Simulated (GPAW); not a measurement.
Here is a GPAW 26.7.0 calculation.

Contents of run.py:

```python
from ase.dft.bandgap import bandgap
from ase.io import read, write
from ase.units import Bohr, GPa
from gpaw import GPAW, PW, setup_paths
from gpaw.elf import elf_from_dft_calculation

setup_paths.insert(0, '.')

atoms = read('SnTe.xyz')

calc = GPAW(mode=PW(600),
            xc='BLYP',
            kpts={'size': (7, 7, 7), 'gamma': True},
            occupations={'name': 'fermi-dirac', 'width': 0.05},
            nbands=19,
            convergence={'density': 1e-05, 'energy': 1e-05},
            eigensolver='davidson',
            maxiter=150,
            txt='gpaw.txt')
atoms.calc = calc
energy = atoms.get_potential_energy()
forces = atoms.get_forces()
stress = atoms.get_stress()
calc.write('gs.gpw')
write('result.traj', atoms)
print(f'Energy: {energy:.6f} eV')
print('Forces (eV/A):')
print(forces.round(4))
print('Stress (GPa):', (stress / GPa).round(3))
print('Fermi level:', round(calc.get_fermi_level(), 4), 'eV')
print(f'Gap: {bandgap(calc)[0]:.4f} eV, direct: {bandgap(calc, direct=True)[0]:.4f} eV')

# fields on the real-space grid
write('density.cube', atoms, data=calc.get_pseudo_density() * Bohr**3)
write('potential.cube', atoms, data=calc.get_electrostatic_potential())
write('elf.cube', atoms, data=elf_from_dft_calculation(calc).data)

path = atoms.cell.bandpath('GXWKGLUWLK,UX', npoints=80, eps=1e-4)
bs_calc = calc.fixed_density(kpts=path, symmetry='off', nbands=32,
                             convergence={'bands': 'CBM+6.0', 'eigenstates': 1e-6}, txt='bands.txt')
bs = bs_calc.band_structure()
bs.write('bs.json')
print(f'Gap on the path: {bandgap(bs_calc)[0]:.4f} eV')
```

Contents of SnTe.xyz:

```xyz
2
Lattice="0.0000000000 3.1508500000 3.1508500000 3.1508500000 0.0000000000 3.1508500000 3.1508500000 3.1508500000 0.0000000000" Properties=species:S:1:pos:R:3 pbc="T T T"
Te     3.1508500000      3.1508500000      3.1508500000
Sn     0.0000000000      0.0000000000      0.0000000000
```

Potentials or basis: PAW data sets generated in the run's folder for this functional, pw.

Run with:

```console
$ gpaw-setup -f BLYP Sn Te
$ OMP_NUM_THREADS=1 python run.py
```

(1) Predict the pressure.

(2) Predict the band gap along the path.

Answers

(1) 5.8 GPa.

(2) 0.07 eV, direct.

Caveat: this odd mesh misses L, where the gap lies, so gap, dielectric constants and Born charges aren't listed; spin-orbit coupling is left out, which moves the levels of the heavy elements.

**The experiment to reproduce.**

From a printed reference work, textbook, for a bulk crystal of SnTe at 300 K: band gap 0.18 eV (direct).

A measured gap of SnTe is 0.18 eV (direct; 300 K; a printed reference work, textbook); the calculated 0.07 eV misses it by -0.11 eV. Spin-orbit coupling on Sn, Te is left out. The value is that of BLYP, without temperature or zero-point motion. Semilocal functionals fall short of measured gaps as a rule.
